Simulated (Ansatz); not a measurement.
## Migration of H in TaN

Theory: DFT PBE, scalar-relativistic, plane waves, PAW (Ansatz). (420 eV cutoff, 4×5×5 k-mesh, shifted by half a step, Gaussian smearing of 0.10 eV, no spin polarisation)

Host crystal, relaxed:

```
Ta N
1.0
     2.95018    0.00000    0.00000
    -1.47509    2.55493    0.00000
     0.00000    0.00000    2.89777
Ta N
1 1
Direct
  0.33333 0.66667 0.50000
  0.00000 0.00000 0.00000
```

In a supercell of 16 host sites, interstitial H hops to an equivalent place, moving 2.89 Å between the relaxed ends. Climbing-image nudged elastic band at fixed cell with images 0 (start) to 6 (end), the path measured over all atoms, converged to 0.05 eV/Å; the order of the saddle wasn't checked, and the small cell leaves errors of about a tenth of an eV. Zero-point motion and tunnelling, which matter for H, are left out.

Supercell rows in host cell vectors: 0 0 -2; 2 0 0; -2 -2 0. H was set at (0.667, 0.333, 0.250) of the host cell.

At the relaxed start H has 2 Ta at 1.75 Å, 1 Ta at 1.76 Å, 6 N at 2.26 Å.

A cell with an odd number of electrons and no spin polarisation is a metal by construction and may be lower with spin. Spin-orbit coupling is left out, which matters for the bands and energies of heavy elements.

(1) What barrier does the band give, and what surrounds the atom at the top?

Results:

(1) 1.85 eV at image 3, where H has 3 N at 1.75 Å, 6 Ta at 2.25 Å.

Cost: 1 run of about 34 core-minutes, on Arm Neoverse V2 (shared hosts).